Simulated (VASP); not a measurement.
PbSe (Clausthalite):

```xyz
2
Lattice="0.0000 3.0606 3.0606 3.0606 0.0000 3.0606 3.0606 3.0606 0.0000" Properties=species:S:1:pos:R:3 pbc="T T T"
Pb    0.0000    0.0000    0.0000
Se    3.0606    3.0606    3.0606
```

- Program: VASP 6.6.1
- Task: relaxation of cell and atoms
- Functional: PBE
- Dispersion: rVV10
- Potentials or basis: VASP PAW PBE potentials, release 64 (Pb_d, Se)
- Cutoff: 600 eV
- k mesh: 8 × 8 × 8
- Occupations: fermi-dirac, width 0.05 eV
- Spin: no spin polarisation

At the start: pressure 1.4 GPa; volume 28.67 Å³/atom.

Question: Where does the relaxation end?

Answer: Over 3 steps the energy falls by 3.2 meV/atom and the volume is 29.43 Å³/atom (+2.6 %); space group Fm-3m (No. 225, to 0.05 Å).

The path:
```tsv
step	energy change (eV)	largest force (eV/Å)	pressure (GPa)	volume (Å³)
1	0.0000	0.0000	1.37	57.34
2	-0.0056	0.0000	-0.48	59.41
3	-0.0064	0.0000	0.00	58.86
```

Final structure:
```
CELL_PARAMETERS angstrom
0.00000 3.08735 3.08735
3.08735 0.00000 3.08735
3.08735 3.08735 0.00000
ATOMIC_POSITIONS crystal
Pb 0.00000 0.00000 0.00000
Se 0.50000 0.50000 0.50000
```

The cell as given is a measured one (28.67 Å³/atom); PBE+rVV10 puts the equilibrium volume +2.6 % from it, thermal expansion not counted.
